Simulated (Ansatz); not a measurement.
Relaxation of TiSi

All numbers below come from DFT PBEsol, scalar-relativistic, plane waves, PAW (Ansatz). (420 eV cutoff, 14×12×14 k-mesh, Gaussian smearing of 0.10 eV, no spin polarisation)

What was changed: biaxial strain in the a-b plane, c and atoms relaxed: -1.5 %.

Command:

```bash
ansatz run input.yaml --threads 2 --pin off --max-ram 5120MiB --backend cpu --events-out ev --progress --plain --runs-dir out
```

Input:

```yaml
crystal:
  lattice:
    - [3.5467798269, 0.0, 0.0]
    - [0.0, 4.0807547447, 0.0]
    - [0.0, 0.0, 3.8233860366]
  atoms:
    - { symbol: Ti, position: [0.0, 0.5, 0.0] }
    - { symbol: Ti, position: [0.5, 0.0, 0.0] }
    - { symbol: Si, position: [0.0, 0.0, 0.5] }
    - { symbol: Si, position: [0.5, 0.5, 0.5] }
basis:
  ecutwfc: 420
kpoints:
  mp_grid: { grid: [14, 12, 14] }
hamiltonian:
  xc: pbesol
scf:
  occupations: { method: gaussian, width: 0.1 }
output:
  forces: true
  stress: true
  eigenvalues: true
relax:
  adjacent_minimum: "off"
  f_tol: 0.008
  max_steps: 40
  cell: { stress_tol: 0.015, fix: [a, b, gamma] }
```

F is the free energy. Steps run on the plane waves of an earlier cell, but the last one, and at times one on the way, on a freshly chosen basis, so a repeated geometry can differ a little in energy. The held parts of the cell keep their stress, so P needn't end at zero.

Steps:

```csv
step,F − F(1) (eV),largest force component (eV/Å),V (Å³/atom),P (GPa)
1,0.0000,0.000,13.834,2.87
2,-0.0006,0.000,13.887,2.20
3,-0.0006,0.000,13.886,2.22
4,-0.0007,0.000,13.886,2.22
```

Relaxed structure:

```xyz
4
Lattice="3.5468 0.0000 0.0000 0.0000 4.0808 0.0000 0.0000 0.0000 3.8377" Properties=species:S:1:pos:R:3 pbc="T T T"
Ti    0.0000    2.0404    0.0000
Ti    1.7734    0.0000    0.0000
Si    0.0000    0.0000    1.9189
Si    1.7734    2.0404    1.9189
```

Symmetry: Cmmm, No. 65, orthorhombic system. Conventional cell: a = 3.547 Å, b = 4.081 Å, c = 3.838 Å, α = 90.00°, β = 90.00°, γ = 90.00°. Ti (site symmetry mmm) is surrounded by 8 Si at 2.61 to 2.80 Å and 4 Ti at 2.70 Å. Si (site symmetry mmm) is surrounded by 8 Ti at 2.61 to 2.80 Å and 4 Si at 2.70 Å.

The run converged. It took 28 s on 2 threads of Intel(R) Xeon(R) 6975P-C (Granite Rapids) (shared host), peak memory 0.75 GiB.